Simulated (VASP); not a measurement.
# Ti4H in VASP: notebook

Runs on Ti4H. Level: PBEsol. Tasks: single point.

All numbers are computed with VASP 6.6.1; they aren't measurements. Logs are shortened: lines on timing, memory, paths and dates and some standing lists are left out, and cuts for length are marked.

### 1 The slab as given

The cell holds a slab with vacuum, 5 atoms: a = 2.868 Å, b = 2.868 Å, c = 25.084 Å, α = 90.00°, β = 90.00°, γ = 90.00°.

### 2 Single point, PBEsol

INCAR reads:

```
ALGO     = Fast           # electronic algorithm
DIPOL    = 0.5 0.5 0.495
EDIFF    = 1E-6           # SCF threshold, eV
ENCUT    = 520            # plane-wave cutoff, eV
GGA      = PS             # functional
IDIPOL   = 3            
ISIF     = 2              # what is computed and relaxed
ISMEAR   = 0              # smearing method
LASPH    = True           # aspherical terms in the spheres
LCHARG   = True           # write CHGCAR
LDIPOL   = True         
LELF     = True           # ELF
LREAL    = False          # projectors in reciprocal space
LVACPOTAV= True         
LVHAR    = True         
LWAVE    = False          # write WAVECAR
NBANDS   = 32             # bands
NELM     = 100            # most SCF steps
PREC     = Accurate       # precision mode
SIGMA    = 0.1            # smearing width, eV
```

KPOINTS reads:

```
k-points
0
Gamma
  10 10 1
```

POSCAR reads:

```
Ti4H
1.0
    2.8679135955      0.0000000000      0.0000000000
    0.0000000000      2.8679135955      0.0000000000
    0.0000000000      0.0000000000     25.0837634538
Ti H
4 1
Direct
    0.5000000000      0.5000000000      0.3388646212
    0.0000000000      0.0000000000      0.4197105897
    0.5000000000      0.5000000000      0.5022462780
    0.0000000000      0.0000000000      0.5829946954
    0.0000000000      0.5000000000      0.6316805190
```

Potentials or basis: VASP PAW PBE potentials, release 64 (Ti_sv, H).

The run is started by

```sh
> cat potpaw_PBE.64/Ti_sv/POTCAR potpaw_PBE.64/H/POTCAR > POTCAR
> mpirun -np 1 vasp_std > vasp.out
```

OUTCAR:

```text
EDIFF = 1E-6
   ENCUT = 520
   GGA = PS
   ISIF = 2
   ISMEAR = 0
   LASPH = True
   LREAL = False
   NELM = 100
   PREC = Accurate

 ion  position               nearest neighbor table
   1  0.500  0.500  0.339-   2 2.87   2 2.87   2 2.87   2 2.87
   2  0.000  0.000  0.420-   1 2.87   1 2.87   1 2.87   1 2.87   3 2.90   3 2.90   3 2.90   3 2.90

   3  0.500  0.500  0.502-   4 2.87   4 2.87   4 2.87   4 2.87   2 2.90   2 2.90   2 2.90   2 2.90

   4  0.000  0.000  0.583-   5 1.88   5 1.88   3 2.87   3 2.87   3 2.87   3 2.87
   5  0.000  0.500  0.632-   4 1.88   4 1.88

  LATTYP: Found a simple tetragonal cell.
 ALAT       =     2.8679135955
 C/A-ratio  =     8.7463455988

  Lattice vectors:

 A1 = (   2.8679135955,   0.0000000000,   0.0000000000)
 A2 = (   0.0000000000,   2.8679135955,   0.0000000000)
 A3 = (   0.0000000000,   0.0000000000,  25.0837634538)

Analysis of symmetry for initial positions (statically):
=====================================================================
 Subroutine PRICEL returns:
 Original cell was already a primitive cell.

 Routine SETGRP: Setting up the symmetry group for a
 simple tetragonal supercell.

 Subroutine GETGRP returns: Found  4 space group operations
 (whereof  4 operations were pure point group operations)
 out of a pool of 16 trial point group operations.

The static configuration has the point symmetry C_2v.

Analysis of symmetry for dynamics (positions and initial velocities):
=====================================================================
 Subroutine PRICEL returns:
 Original cell was already a primitive cell.

 Routine SETGRP: Setting up the symmetry group for a
 simple tetragonal supercell.

 Subroutine GETGRP returns: Found  4 space group operations
 (whereof  4 operations were pure point group operations)
 out of a pool of 16 trial point group operations.

The dynamic configuration has the point symmetry C_2v.

 Subroutine INISYM returns: Found  4 space group operations
 (whereof  4 operations are pure point group operations),
 and found     1 'primitive' translations

----------------------------------------------------------------------------------------

                                     Primitive cell

  volume of cell :     206.3122

  direct lattice vectors                    reciprocal lattice vectors
     2.867913596  0.000000000  0.000000000     0.348685540  0.000000000  0.000000000
     0.000000000  2.867913596  0.000000000     0.000000000  0.348685540  0.000000000
     0.000000000  0.000000000 25.083763454     0.000000000  0.000000000  0.039866426

  length of vectors
     2.867913596  2.867913596 25.083763454     0.348685540  0.348685540  0.039866426

  position of ions in fractional coordinates (direct lattice)
     0.500000000  0.500000000  0.338864621
     0.000000000  0.000000000  0.419710590
     0.500000000  0.500000000  0.502246278
     0.000000000  0.000000000  0.582994695
     0.000000000  0.500000000  0.631680519

  ion indices of the primitive-cell ions
   primitive index   ion index
                 1           1
                 2           2
                 3           3
                 4           4
                 5           5

----------------------------------------------------------------------------------------

 KPOINTS: k-points

Automatic generation of k-mesh.
 Grid dimensions read from file:
 generate k-points for:   10   10    1

 Generating k-lattice:

  Cartesian coordinates                     Fractional coordinates (reciprocal lattice)
     0.034868554  0.000000000  0.000000000     0.100000000  0.000000000  0.000000000
     0.000000000  0.034868554  0.000000000     0.000000000  0.100000000  0.000000000
     0.000000000  0.000000000  0.039866426     0.000000000  0.000000000  1.000000000

  Length of vectors
     0.034868554  0.034868554  0.039866426

  Shift w.r.t. Gamma in fractional coordinates (k-lattice)
     0.000000000  0.000000000  0.000000000

 Subroutine IBZKPT returns following result:
 ===========================================

 Found     36 irreducible k-points:

 Following reciprocal coordinates:
            Coordinates               Weight
  0.000000  0.000000  0.000000      1.000000
  0.100000  0.000000  0.000000      2.000000
  0.000000  0.100000  0.000000      2.000000
  0.200000  0.000000  0.000000      2.000000
  0.000000  0.200000  0.000000      2.000000
  0.300000  0.000000  0.000000      2.000000
[... 16 lines left out ...]
 -0.200000  0.300000  0.000000      4.000000
  0.400000  0.200000  0.000000      4.000000
 [... further k-points ...]
   k-points           NKPTS =     36   k-points in BZ     NKDIM =     36   number of bands    NBANDS=     32
   number of dos      NEDOS =    301   number of ions     NIONS =      5
   total plane-waves  NPLWV = 110592
   dimension x,y,z NGX =    24 NGY =   24 NGZ =  192
   dimension x,y,z NGXF=    48 NGYF=   48 NGZF=  384
   ions per type =               4   1
   NGX,Y,Z   is equivalent  to a cutoff of  13.91, 13.91, 12.73 a.u.
   NGXF,Y,Z  is equivalent  to a cutoff of  27.82, 27.82, 25.45 a.u.
 SYSTEM =  unknown system
   PREC   = accura    normal or accurate (medium, high low for compatibility)
   ISTART =      0    job   : 0-new  1-cont  2-samecut
   ICHARG =      2    charge: 1-file 2-atom 10-const
   ISPIN  =      1    spin polarized calculation?
   LNONCOLLINEAR =      F non collinear calculations
   LSORBIT =      F    spin-orbit coupling
   LASPH  =      T    aspherical Exc in radial PAW
   ENCUT  =  520.0 eV  38.22 Ry    6.18 a.u.   5.33  5.33 46.64*2*pi/ulx,y,z
   NELM   =    100;   NELMIN=  2; NELMDL= -5     # of ELM steps
   EDIFF  = 0.1E-05   stopping-criterion for ELM
   LREAL  =      F    real-space projection
   EDIFFG = 0.1E-04   stopping-criterion for IOM
   NSW    =      0    number of steps for IOM
   IBRION =     -1    ionic relax: 0-MD 1-quasi-New 2-CG
   NFREE  =      0    steps in history (QN), initial steepest desc. (CG)
   ISIF   =      2    stress and relaxation
   ISYM   =      2    0-nonsym 1-usesym 2-fastsym
   POTIM  = 0.5000    time-step for ionic-motion
   TEBEG  =    0.0;   TEEND  =   0.0 temperature during run
   PSTRESS=    0.0 pullay stress
   NELECT =      49.0000    total number of electrons
   NUPDOWN=      -1.0000    fix difference up-down
   EMIN   =  10.00;   EMAX   =-10.00  energy-range for DOS
   EFERMI =   0.00;   METHOD = LEGACY
   ISMEAR =     0;   SIGMA  =   0.10  broadening in eV -4-tet -1-fermi 0-gaus
   EFERMI_NEDOS =   21; number of points for ismear=-14 and -15
   IALGO  =     68    algorithm
   IMIX   =      4    mixing-type and parameters
     AMIX     =   0.40;   BMIX     =  1.00
     AMIX_MAG =   1.60;   BMIX_MAG =  1.00
  volume/ion in A,a.u.               =      41.26       278.45
  Fermi-wavevector in a.u.,A,eV,Ry     =   1.013830  1.915861 13.984773  1.027852
  Thomas-Fermi vector in A             =   2.147022
   LORBIT       =      0    0 simple, 1 ext, 2 COOP (PROOUT), +10 PAW based schemes
   GGA     = PS    functional components
   LHFCALC =     F    Hartree Fock is set to
   AEXX    =    0.0000 exact exchange contribution
   IVDW    =     0    specifies the selected vdW correction
   LEPSILON=     F    determine dielectric tensor
   LRPA    =     F    only Hartree local field effects (RPA)
 non-spin polarized calculation
 RMM-DIIS sequential band-by-band and
 Gauss-broadening in eV      SIGMA  =   0.10
  energy-cutoff  :      520.00
  volume of cell :      206.31
 maximum number of plane-waves:      5597
 NGX is ok and might be reduce to    24
   NGX = 11   NGY = 11   NGZ = 93

 dipolmoment           0.000000      0.000000     -0.315953 electrons x Angstroem

 number of electron      49.0000004 magnetization

 dipolmoment           0.000000      0.000000      0.049053 electrons x Angstroem

 Free energy of the ion-electron system (eV)
  ---------------------------------------------------
  ext. energy  EPLUGINS =         0.00000000
  ---------------------------------------------------
  free energy    TOTEN  =       -35.06982135 eV

  energy without entropy =      -35.02306320  energy(sigma->0) =      -35.04644228

 E-fermi :  -0.2487     XC(G=0):  -4.8007

 val. band max:       -0.2544072171   @ k =   0.1000   0.0000   0.0000
 cond. band min:      -0.2406820661   @ k =  -0.2000   0.4000   0.0000
 fundamental gap:      0.0137251510
 Fermi energy:        -0.2486982681

 k-point     1 :       0.0000    0.0000    0.0000
  band No.  band energies     occupation
      1     -56.8541      2.00000
      2     -56.8499      2.00000
      3     -56.5894      2.00000
      4     -56.4770      2.00000
      5     -33.3676      2.00000
      6     -33.3027      2.00000
[... 24 lines left out ...]
     31       1.4282      0.00000
     32       1.6042      0.00000

 k-point     2 :       0.1000    0.0000    0.0000
  band No.  band energies     occupation
      1     -56.8487      2.00000
      2     -56.8447      2.00000
      3     -56.5840      2.00000
      4     -56.4744      2.00000
      5     -33.3582      2.00000
      6     -33.2994      2.00000
[... 24 lines left out ...]
     31       1.3545      0.00000
     32       1.4261      0.00000

 k-point     3 :       0.0000    0.1000    0.0000
  band No.  band energies     occupation
      1     -56.8487      2.00000
      2     -56.8446      2.00000
      3     -56.5840      2.00000
      4     -56.4744      2.00000
      5     -33.3581      2.00000
      6     -33.2984      2.00000
[... 24 lines left out ...]
     31       1.3794      0.00000
     32       1.3920      0.00000

 k-point     4 :       0.2000    0.0000    0.0000
  band No.  band energies     occupation
      1     -56.8345      2.00000
      2     -56.8311      2.00000
      3     -56.5697      2.00000
      4     -56.4679      2.00000
      5     -33.3391      2.00000
      6     -33.2918      2.00000
[... 24 lines left out ...]
     31       1.2339      0.00000
     32       1.5634      0.00000

 k-point     5 :       0.0000    0.2000    0.0000
  band No.  band energies     occupation
      1     -56.8344      2.00000
      2     -56.8307      2.00000
      3     -56.5697      2.00000
      4     -56.4679      2.00000
      5     -33.3391      2.00000
      6     -33.2870      2.00000
[... 584 lines left out ...]
     31       1.3350      0.00000
     32       1.5693      0.00000

 k-point    22 :       0.3000    0.2000    0.0000
  band No.  band energies     occupation
      1     -56.7994      2.00000
      2     -56.7965      2.00000
      3     -56.5332      2.00000
      4     -56.4471      2.00000
      5     -33.3049      2.00000
      6     -33.2806      2.00000
[... 24 lines left out ...]
     31       1.3218      0.00000
     32       1.6412      0.00000

 k-point    23 :      -0.2000    0.3000    0.0000
  band No.  band energies     occupation
      1     -56.7994      2.00000
      2     -56.7961      2.00000
      3     -56.5332      2.00000
      4     -56.4471      2.00000
      5     -33.3052      2.00000
      6     -33.2489      2.00000
[... 24 lines left out ...]
     31       1.3204      0.00000
     32       1.7568      0.00000

 k-point    24 :       0.4000    0.2000    0.0000
  band No.  band energies     occupation
      1     -56.7860      2.00000
      2     -56.7833      2.00000
      3     -56.5187      2.00000
      4     -56.4396      2.00000
      5     -33.3741      2.00000
      6     -33.3250      2.00000
[... 24 lines left out ...]
     31       1.2502      0.00000
     32       1.5930      0.00000

 [... further k-points ...]

------------------------ aborting loop because EDIFF is reached ----------------------------------------

  FORCE on cell =-STRESS in cart. coord.  units (eV):
  Direction    XX          YY          ZZ          XY          YZ          ZX
  --------------------------------------------------------------------------------------
  -------------------------------------------------------------------------------------
  Total       -3.2148726     -2.9570592     -1.4348257      0.0000000      0.0000000      0.0000000
  in kB      -24.9660323    -22.9639072    -11.1425582      0.0000000      0.0000000      0.0000000
  external PRESSURE =     -19.6908326 kB  Pullay stress =       0.0000000 kB

 VOLUME and BASIS-vectors are now :
 -----------------------------------------------------------------------------
  energy-cutoff  :      520.00
  volume of cell :      206.31
      direct lattice vectors                 reciprocal lattice vectors
     2.867913596  0.000000000  0.000000000     0.348685540  0.000000000  0.000000000
     0.000000000  2.867913596  0.000000000     0.000000000  0.348685540  0.000000000
     0.000000000  0.000000000 25.083763454     0.000000000  0.000000000  0.039866426

 POSITION                                       TOTAL-FORCE (eV/Angst)
 -----------------------------------------------------------------------------------
      1.43396      1.43396      8.50000         0.000000      0.000000      0.662852
      0.00000      0.00000     10.52792         0.000000      0.000000     -0.650749
      1.43396      1.43396     12.59823         0.000000      0.000000     -0.003023
      0.00000      0.00000     14.62370         0.000000      0.000000     -0.011848
      0.00000      1.43396     15.84492         0.000000      0.000000      0.002769
 -----------------------------------------------------------------------------------
    total drift:                                0.000000     -0.000000      0.002182

  FREE ENERGIE OF THE ION-ELECTRON SYSTEM (eV)
  ---------------------------------------------------
  free  energy   TOTEN  =       -35.0698213500 eV

  energy  without entropy=      -35.0230632001  energy(sigma->0) =      -35.04644228

 vacuum level on the upper side and lower side of the slab         4.977         3.898
```

Wall time 15 min (1 thread of Intel Xeon Platinum 8488C (Sapphire Rapids), shared host); peak memory 0.43 GiB.

Results:

* Free energy: -35.0698 eV
* Largest force: 0.663 eV/Å
* Band gap on the k mesh: none (metal or under the smearing width)
* Work function of the upper face: 5.23 eV
* Work function of the lower face: 4.15 eV

Forces in eV/Å, atoms in the order of the input:
```
Ti   0.000  0.000  0.663
Ti   0.000  0.000 -0.651
Ti   0.000  0.000 -0.003
Ti   0.000  0.000 -0.012
H    0.000  0.000  0.003
```

Caveat: the PAW data sets were made with another functional, which shifts forces and pressure a little.

### 3 Single point, PBEsol (strained and moved within a subgroup)

INCAR reads:

```
ALGO = Fast
EDIFF = 1E-6
ENCUT = 520
GGA = PS
ISIF = 2
ISMEAR = 0
LASPH = True
LCHARG = False
LREAL = False
LWAVE = False
NBANDS = 12
NELM = 100
PREC = Accurate
SIGMA = 0.1
```

KPOINTS reads:

```
k-points
0
Gamma
  16 14 14
```

POSCAR reads:

```
Ti
1.0
    0.0161588000      1.9848731000      2.0031837000
    2.1870408000     -0.0683095000      2.0876520000
    2.1966630000      2.0789636000     -0.0779317000
Ti
1
Direct
    0.0000000000      0.0000000000      0.0000000000
```

Potentials or basis: VASP PAW PBE potentials, release 64 (Ti_sv).

The run is started by

```sh
> cat potpaw_PBE.64/Ti_sv/POTCAR > POTCAR
> mpirun -np 1 vasp_std > vasp.out
```

It took 2.9 min on 1 thread of Intel Xeon 6975P-C (Granite Rapids), shared host; peak memory 0.43 GiB.

The run converged. Its results:

```
Free energy            : -8.1854 eV
Pressure               : -11.1 GPa
Band gap on the k mesh : none (metal or under the smearing width)
```

Stress tensor (GPa, compression positive):
```
-12.04  -0.61  -0.20
 -0.61 -10.53   3.62
 -0.20   3.62 -10.86
```

Levels at points of the mesh, in eV from the Fermi level:
```
           k point  band 3  band 4  band 5  band 6  band 7  band 8  band 9  band 10
(0.00, 0.00, 0.00)  -32.66  -32.58   -5.89    0.48    0.61    1.35    2.09     2.53
(0.50, 0.00, 0.00)  -32.76  -32.73   -2.34    0.57    0.72    0.91    3.09     3.50
(0.00, 0.50, 0.00)  -32.73  -32.63   -2.48    0.22    0.26    1.32    3.12     3.32
(0.50, 0.50, 0.00)  -32.87  -32.81   -2.30   -1.51    2.79    3.15    3.33     3.72
(0.00, 0.00, 0.50)  -32.72  -32.63   -2.50    0.15    0.30    1.31    3.14     3.29
(0.50, 0.00, 0.50)  -32.87  -32.82   -2.29   -1.54    2.95    3.14    3.36     3.71
(0.00, 0.50, 0.50)  -32.86  -32.72   -2.36   -1.47    1.96    3.28    3.47     3.53
(0.50, 0.50, 0.50)  -32.74  -32.73   -2.36    0.54    0.78    0.82    3.04     3.47
```

Caveat: the PAW data sets were made with another functional, which shifts forces and pressure a little.

### 4 Single point, PBEsol (strained and moved within the space group)

INCAR reads:

```
  ALGO = Fast
  EDIFF = 1E-6
  ENCUT = 520
  GGA = PS
  ISIF = 2
  ISMEAR = 0
  LASPH = True
  LCHARG = False
  LREAL = False
  LWAVE = False
  NBANDS = 12
  NELM = 100
  PREC = Accurate
  SIGMA = 0.1
```

KPOINTS reads:

```
k-points
0
Gamma
  18 18 18
```

POSCAR reads:

```
Ti
1.0
    0.0000000000      2.0607342000      2.0607342000
    2.0607342000      0.0000000000      2.0607342000
    2.0607342000      2.0607342000      0.0000000000
Ti
1
Direct
    0.0000000000      0.0000000000      0.0000000000
```

The run is started by

```sh
> cat potpaw_PBE.64/Ti_sv/POTCAR > POTCAR
> mpirun -np 1 vasp_std > vasp.out
```

It took 22 s on 1 thread of Intel Xeon 6975P-C (Granite Rapids), shared host; peak memory 0.16 GiB.

It converged, with:

| Property | Result |
| --- | --- |
| Free energy | -8.2730 eV |
| Pressure | -5.3 GPa |
| Band gap on the k mesh | none (metal or under the smearing width) |

Levels at points of the mesh, in eV from the Fermi level:
| k point | band 4 | band 5 | band 6 | band 7 | band 8 | band 9 |
| --- | --- | --- | --- | --- | --- | --- |
| (0.00, 0.00, 0.00) | -32.46 | -6.08 | 0.87 | 0.87 | 0.87 | 2.48 |
| (0.50, 0.00, 0.00) | -32.54 | -2.58 | 0.63 | 0.75 | 0.75 | 3.55 |
| (0.50, 0.50, 0.00) | -32.69 | -2.56 | -1.69 | 2.80 | 3.53 | 3.83 |

Caveat: the PAW data sets were made with another functional, which shifts forces and pressure a little.

### 5 Single point, PBEsol (strained and moved within a subgroup)

INCAR reads:

```
PREC = Accurate ; ENCUT = 520
EDIFF = 1E-6 ; ISMEAR = 0
SIGMA = 0.1 ; LREAL = F
LASPH = T ; NELM = 100
ALGO = Fast ; ISIF = 2
LWAVE = F ; LCHARG = F
GGA = PS ; NBANDS = 12
```

KPOINTS reads:

```
regular mesh
0
Gamma
  16 14 16
```

POSCAR reads:

```
Ti
1.0
    0.0207872000      2.0913669000      2.1066731000
    2.1670859000     -0.0396256000      2.1670859000
    2.1066731000      2.0913669000      0.0207872000
Ti
1
Direct
    0.0000000000      0.0000000000      0.0000000000
```

The run is started by

```sh
> cat potpaw_PBE.64/Ti_sv/POTCAR > POTCAR
> mpirun -np 1 vasp_std > vasp.out
```

It took 98 s on 1 thread of Intel Xeon 6975P-C (Granite Rapids), shared host; peak memory 0.32 GiB.

The run converged. Its results:

```
Free energy            : -8.1786 eV
Pressure               : -12.3 GPa
Band gap on the k mesh : none (metal or under the smearing width)
```

Stress tensor (GPa, compression positive):
```
-12.40   0.86  -1.75
  0.86 -12.20   0.86
 -1.75   0.86 -12.40
```

Levels at points of the mesh, in eV from the Fermi level:
```csv
k point,band 4,band 5,band 6,band 7,band 8,band 9
"(0.00, 0.00, 0.00)",-32.68,-5.86,0.57,0.87,0.96,2.22
"(0.50, 0.00, 0.00)",-32.77,-2.36,0.47,0.61,0.88,3.11
"(0.00, 0.50, 0.00)",-32.73,-2.46,0.16,0.73,0.82,3.08
"(0.50, 0.50, 0.00)",-32.86,-2.28,-1.47,2.43,3.13,3.42
"(0.50, 0.00, 0.50)",-32.85,-2.27,-1.49,2.54,3.15,3.43
"(0.50, 0.50, 0.50)",-32.75,-2.39,0.45,0.53,0.89,3.04
```

Caveat: the PAW data sets were made with another functional, which shifts forces and pressure a little.

(Part 1 of 2 ends here.)
